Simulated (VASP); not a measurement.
# Al (Im-3m) in VASP: notebook

The runs below take Al through single point, with PBEsol.

Program: VASP 6.6.1. These are calculated values, not measurements. Logs are shortened: lines on timing, memory, paths and dates and some standing lists are left out, and cuts for length are marked.

### Step 1. The crystal as given

The structure is cubic, space group Im-3m (No. 229). Conventional cell: a = 3.182 Å, b = 3.182 Å, c = 3.182 Å, α = 90.00°, β = 90.00°, γ = 90.00°. Al (site symmetry m-3m) is surrounded by 8 Al at 2.76 Å.

This isn't the form of Al at room conditions, which is fcc.

### Step 2. Single point, PBEsol

INCAR

```
ADDGRID = F
ALGO = Normal
EDIFF = 1E-7
ENCUT = 400
GGA = PS
ISIF = 2
ISMEAR = -1
LASPH = T
LCHARG = F
LREAL = F
LWAVE = F
NELM = 100
PREC = Accurate
SIGMA = 0.15
```

KPOINTS

```
k-points
0
Gamma
  15 15 15
```

POSCAR

```
Al
1.0
   -1.5505220000      1.6151010000      1.5901740000
    1.5972310000     -1.6159030000      1.6376860000
    1.5218560000      1.5872370000     -1.5909760000
Al
1
Direct
   -0.0427450000     -0.0166940000     -0.0578530000
```

Potentials or basis: VASP PAW PBE potentials, release 64 (Al).

Run with:

```bash
> cat potpaw_PBE.64/Al/POTCAR > POTCAR
> mpirun -np 1 vasp_std > vasp.out
```

OUTCAR:

```text
EDIFF = 1E-7
   ENCUT = 400
   GGA = PS
   ISIF = 2
   ISMEAR = -1
   LASPH = T
   LREAL = F
   NELM = 100
   PREC = Accurate

 Found   1688 irreducible k-points:

 Following reciprocal coordinates:
            Coordinates               Weight
  0.000000  0.000000  0.000000      1.000000
  0.066667  0.000000  0.000000      2.000000
  0.133333 -0.000000 -0.000000      2.000000
  0.200000  0.000000 -0.000000      2.000000
  0.266667 -0.000000 -0.000000      2.000000
  0.333333 -0.000000 -0.000000      2.000000
   k-points           NKPTS =   1688   k-points in BZ     NKDIM =   1688   number of bands    NBANDS=      5
   number of dos      NEDOS =    301   number of ions     NIONS =      1
   total plane-waves  NPLWV =   5832
   dimension x,y,z NGX =    18 NGY =   18 NGZ =   18
   dimension x,y,z NGXF=    36 NGYF=   36 NGZF=   36
   ions per type =               1
   NGX,Y,Z   is equivalent  to a cutoff of  10.90, 10.68, 11.03 a.u.
   NGXF,Y,Z  is equivalent  to a cutoff of  21.79, 21.37, 22.05 a.u.
 SYSTEM =  unknown system
   PREC   = accura    normal or accurate (medium, high low for compatibility)
   ISTART =      0    job   : 0-new  1-cont  2-samecut
   ICHARG =      2    charge: 1-file 2-atom 10-const
   ISPIN  =      1    spin polarized calculation?
   LNONCOLLINEAR =      F non collinear calculations
   LSORBIT =      F    spin-orbit coupling
   LASPH  =      T    aspherical Exc in radial PAW
   ENCUT  =  400.0 eV  29.40 Ry    5.42 a.u.   4.48  4.57  4.43*2*pi/ulx,y,z
   NELM   =    100;   NELMIN=  2; NELMDL= -5     # of ELM steps
   EDIFF  = 0.1E-06   stopping-criterion for ELM
   LREAL  =      F    real-space projection
   EDIFFG = 0.1E-05   stopping-criterion for IOM
   NSW    =      0    number of steps for IOM
   IBRION =     -1    ionic relax: 0-MD 1-quasi-New 2-CG
   NFREE  =      0    steps in history (QN), initial steepest desc. (CG)
   ISIF   =      2    stress and relaxation
   ISYM   =      2    0-nonsym 1-usesym 2-fastsym
   POTIM  = 0.5000    time-step for ionic-motion
   TEBEG  =    0.0;   TEEND  =   0.0 temperature during run
   PSTRESS=    0.0 pullay stress
   NELECT =       3.0000    total number of electrons
   NUPDOWN=      -1.0000    fix difference up-down
   EMIN   =  10.00;   EMAX   =-10.00  energy-range for DOS
   EFERMI =   0.00;   METHOD = LEGACY
   ISMEAR =    -1;   SIGMA  =   0.15  broadening in eV -4-tet -1-fermi 0-gaus
   EFERMI_NEDOS =   21; number of points for ismear=-14 and -15
   IALGO  =     38    algorithm
   IMIX   =      4    mixing-type and parameters
     AMIX     =   0.40;   BMIX     =  1.00
     AMIX_MAG =   1.60;   BMIX_MAG =  1.00
  volume/ion in A,a.u.               =      16.12       108.75
  Fermi-wavevector in a.u.,A,eV,Ry     =   0.934757  1.766435 11.888373  0.873771
  Thomas-Fermi vector in A             =   2.061595
   LORBIT       =      0    0 simple, 1 ext, 2 COOP (PROOUT), +10 PAW based schemes
   GGA     = PS    functional components
   LHFCALC =     F    Hartree Fock is set to
   AEXX    =    0.0000 exact exchange contribution
   IVDW    =     0    specifies the selected vdW correction
   LEPSILON=     F    determine dielectric tensor
   LRPA    =     F    only Hartree local field effects (RPA)
 non-spin polarized calculation
  energy-cutoff  :      400.00
  volume of cell :       16.12
 maximum number of plane-waves:       311
 NGX is ok and might be reduce to    18
   NGX =  9   NGY =  9   NGZ =  9

 number of electron       3.0000000 magnetization

 Free energy of the ion-electron system (eV)
  ---------------------------------------------------
  ext. energy  EPLUGINS =         0.00000000
  ---------------------------------------------------
  free energy    TOTEN  =        -4.00485202 eV

  energy without entropy =       -3.97507832  energy(sigma->0) =       -3.98996517

 E-fermi :   8.1877     XC(G=0): -10.3464

 val. band max:        8.1843253489   @ k =   0.0667   0.2667   0.4000
 cond. band min:       8.1912181957   @ k =  -0.0000   0.4667   0.2667
 fundamental gap:      0.0068928468
 Fermi energy:         8.1877055483

 k-point     1 :       0.0000    0.0000    0.0000
  band No.  band energies     occupation
      1      -3.0919      2.00000
      2      21.0472      0.00000
      3      21.6455      0.00000
      4      21.9515      0.00000
      5      22.7706      0.00000

 k-point     2 :       0.0667    0.0000    0.0000
  band No.  band energies     occupation
      1      -2.9646      2.00000
      2      19.5998      0.00000
      3      20.8270      0.00000
      4      21.3150      0.00000
      5      22.8428      0.00000

 k-point     3 :       0.1333   -0.0000   -0.0000
  band No.  band energies     occupation
      1      -2.5833      2.00000
      2      16.9674      0.00000
      3      19.6985      0.00000
      4      20.2625      0.00000
      5      22.1091      0.00000

 k-point     4 :       0.2000    0.0000   -0.0000
  band No.  band energies     occupation
      1      -1.9501      2.00000
      2      14.2294      0.00000
      3      18.7170      0.00000
      4      19.2119      0.00000
      5      21.1896      0.00000

 k-point     5 :       0.2667   -0.0000   -0.0000
  band No.  band energies     occupation
      1      -1.0684      2.00000
      2      11.6055      0.00000
      3      17.9256      0.00000
      4      18.3089      0.00000
      5      20.3771      0.00000

 k-point     6 :       0.3333   -0.0000   -0.0000
  band No.  band energies     occupation
      1       0.0569      2.00000
      2       9.1557      0.00315
      3      17.3328      0.00000
      4      17.6065      0.00000
      5      19.7472      0.00000

 [... further k-points ...]

------------------------ aborting loop because EDIFF is reached ----------------------------------------

  FORCE on cell =-STRESS in cart. coord.  units (eV):
  Direction    XX          YY          ZZ          XY          YZ          ZX
  --------------------------------------------------------------------------------------
  -------------------------------------------------------------------------------------
  Total        0.1643026      0.2662377      0.2984441      0.1026840      0.0012133     -0.1625484
  in kB       16.3344874     26.4685806     29.6704465     10.2085470      0.1206204    -16.1600917
  external PRESSURE =      24.1578382 kB  Pullay stress =       0.0000000 kB

 VOLUME and BASIS-vectors are now :
 -----------------------------------------------------------------------------
  energy-cutoff  :      400.00
  volume of cell :       16.12
      direct lattice vectors                 reciprocal lattice vectors
    -1.550522000  1.615101000  1.590174000    -0.001770503  0.312333611  0.309906003
     1.597231000 -1.615903000  1.637686000     0.316062363  0.002905701  0.305229896
     1.521856000  1.587237000 -1.590976000     0.323572133  0.315167177 -0.004603969

 POSITION                                       TOTAL-FORCE (eV/Angst)
 -----------------------------------------------------------------------------------
      1.52013      1.45255      1.63362        -0.000000      0.000000      0.000000
 -----------------------------------------------------------------------------------
    total drift:                                0.000001      0.000001      0.000002

  FREE ENERGIE OF THE ION-ELECTRON SYSTEM (eV)
  ---------------------------------------------------
  free  energy   TOTEN  =        -4.0048520211 eV

  energy  without entropy=       -3.9750783187  energy(sigma->0) =       -3.98996517
```

It took 71 s on 1 thread of Intel Xeon Platinum 8375C at 2.90GHz (Ice Lake), shared host; peak memory 0.2 GiB.

The run converged, but some of its settings lie outside the range that counts as converged, so its numbers aren't taken as properties of the crystal.

What came out:

| Property | Result |
| --- | --- |
| Free energy | -4.0049 eV |
| Pressure | 2.4 GPa |
| Band gap on the k mesh | none (metal or under the smearing width) |

Caveat: the PAW data sets were made with another functional, which shifts forces and pressure a little.

### Step 3. Single point, PBEsol

Edit INCAR of step 2 so:

```diff
@@ -3,6 +3,6 @@
 EDIFF = 1E-7
-ENCUT = 400
+ENCUT = 500
 GGA = PS
 ISIF = 2
-ISMEAR = -1
+ISMEAR = 1
 LASPH = T
```

KPOINTS is that of step 2.

POSCAR

```
Al
1.0
   -1.5912186900      1.5912186900      1.5912186900
    1.5912186900     -1.5912186900      1.5912186900
    1.5912186900      1.5912186900     -1.5912186900
Al
1
Direct
    0.0000000000      0.0000000000      0.0000000000
```

Potentials or basis: VASP PAW PBE potentials, release 64 (Al).

Run with:

```bash
> cat potpaw_PBE.64/Al/POTCAR > POTCAR
> mpirun -np 1 vasp_std > vasp.out
```

OUTCAR:

```text
EDIFF = 1E-7
   ENCUT = 500
   GGA = PS
   ISIF = 2
   ISMEAR = 1
   LASPH = T
   LREAL = F
   NELM = 100
   PREC = Accurate

 Found    120 irreducible k-points:

 Following reciprocal coordinates:
            Coordinates               Weight
  0.000000  0.000000  0.000000      1.000000
  0.066667  0.000000  0.000000     12.000000
  0.133333  0.000000  0.000000     12.000000
  0.200000  0.000000  0.000000     12.000000
  0.266667  0.000000  0.000000     12.000000
  0.333333  0.000000  0.000000     12.000000
   k-points           NKPTS =    120   k-points in BZ     NKDIM =    120   number of bands    NBANDS=      5
   number of dos      NEDOS =    301   number of ions     NIONS =      1
   total plane-waves  NPLWV =   8000
   dimension x,y,z NGX =    20 NGY =   20 NGZ =   20
   dimension x,y,z NGXF=    40 NGYF=   40 NGZF=   40
   ions per type =               1
   NGX,Y,Z   is equivalent  to a cutoff of  12.06, 12.06, 12.06 a.u.
   NGXF,Y,Z  is equivalent  to a cutoff of  24.13, 24.13, 24.13 a.u.
 SYSTEM =  unknown system
   PREC   = accura    normal or accurate (medium, high low for compatibility)
   ISTART =      0    job   : 0-new  1-cont  2-samecut
   ICHARG =      2    charge: 1-file 2-atom 10-const
   ISPIN  =      1    spin polarized calculation?
   LNONCOLLINEAR =      F non collinear calculations
   LSORBIT =      F    spin-orbit coupling
[... 55 lines left out ...]
 cond. band min:       8.2133817044   @ k =   0.2667   0.2667   0.0000
 fundamental gap:      0.0347645055
 Fermi energy:         8.2028023986

 k-point     1 :       0.0000    0.0000    0.0000
  band No.  band energies     occupation
      1      -3.0915      2.00000
      2      21.5846      0.00000
      3      21.5846      0.00000
      4      21.5846      0.00000
      5      23.2261      0.00000
[... 33 lines left out ...]
 k-point     6 :       0.3333    0.0000    0.0000
  band No.  band energies     occupation
      1       0.1197      2.00000
      2       9.4036     -0.00000
      3      17.1647      0.00000
      4      17.2751      0.00000
      5      19.0252      0.00000

 [... further k-points ...]

------------------------ aborting loop because EDIFF is reached ----------------------------------------

  FORCE on cell =-STRESS in cart. coord.  units (eV):
  Direction    XX          YY          ZZ          XY          YZ          ZX
  --------------------------------------------------------------------------------------
  -------------------------------------------------------------------------------------
  Total        0.2180402      0.2180402      0.2180402      0.0000000     -0.0000000      0.0000000
  in kB       21.6769149     21.6769149     21.6769149      0.0000000     -0.0000000      0.0000000
  external PRESSURE =      21.6769149 kB  Pullay stress =       0.0000000 kB

 VOLUME and BASIS-vectors are now :
 -----------------------------------------------------------------------------
  energy-cutoff  :      500.00
  volume of cell :       16.12
      direct lattice vectors                 reciprocal lattice vectors
    -1.591218690  1.591218690  1.591218690     0.000000000  0.314224565  0.314224565
     1.591218690 -1.591218690  1.591218690     0.314224565  0.000000000  0.314224565
     1.591218690  1.591218690 -1.591218690     0.314224565  0.314224565  0.000000000

 POSITION                                       TOTAL-FORCE (eV/Angst)
 -----------------------------------------------------------------------------------
      0.00000      0.00000      0.00000         0.000000      0.000000     -0.000000
 -----------------------------------------------------------------------------------
    total drift:                                0.000000      0.000000      0.000000

  FREE ENERGIE OF THE ION-ELECTRON SYSTEM (eV)
  ---------------------------------------------------
  free  energy   TOTEN  =        -3.9915446864 eV

  energy  without entropy=       -3.9915659014  energy(sigma->0) =       -3.99155176
```

stdout:

```text
POSCAR found type information on POSCAR Al
 POSCAR found :  1 types and       1 ions
 scaLAPACK will be used
 -----------------------------------------------------------------------------
|                                                                             |
|                                                                             |
|     You enforced a specific xc type in the INCAR file but a different       |
|     I HOPE YOU KNOW WHAT YOU ARE DOING!                                     |
|                                                                             |
 -----------------------------------------------------------------------------

 LDA part: xc-table for (Slater+PW92), standard interpolation
 POSCAR, INCAR and KPOINTS ok, starting setup
 FFT: planning ... GRIDC
 FFT: planning ... GRID_SOFT
 FFT: planning ... GRID
 WAVECAR not read
 entering main loop
```

Wall time 12 s (1 thread of Intel Xeon Platinum 8375C at 2.90GHz (Ice Lake), shared host); peak memory 0.11 GiB.

These settings aren't checked as converged: the numbers below hold their error.

Results:

| Item | Value |
| --- | --- |
| Free energy | -3.9915 eV |
| Pressure | 2.2 GPa |
| Band gap on the k mesh | none (metal or under the smearing width) |

Caveat: the PAW data sets were made with another functional, which shifts forces and pressure a little.

### Step 4. Single point, PBEsol

INCAR is that of step 3.

KPOINTS is that of step 3.

POSCAR

```
Al
1.0
   -1.5505220000      1.6151010000      1.5901740000
    1.5972310000     -1.6159030000      1.6376860000
    1.5218560000      1.5872370000     -1.5909760000
Al
1
Direct
   -0.0427450000     -0.0166940000     -0.0578530000
```

Run with:

```bash
> cat potpaw_PBE.64/Al/POTCAR > POTCAR
> mpirun -np 1 vasp_std > vasp.out
```

Wall time 100 s (1 thread of Intel Xeon Platinum 8375C at 2.90GHz (Ice Lake), shared host); peak memory 0.23 GiB.

These settings aren't checked as converged: the numbers below hold their error.

What came out:

* Free energy: -3.9902 eV
* Pressure: 2.3 GPa
* Band gap on the k mesh: none (metal or under the smearing width)

Caveat: the PAW data sets were made with another functional, which shifts forces and pressure a little.

### Step 5. The reference run

An earlier run on the cell as given: functional PBEsol; potentials or basis VASP PAW PBE potentials, release 64 (Al); cutoff 520 eV; k mesh 12 × 12 × 12; occupations fermi-dirac, width 0.05 eV; no spin polarisation.

- Pressure: 2.3 GPa
- Band gap on the k mesh: none (metal or under the smearing width)
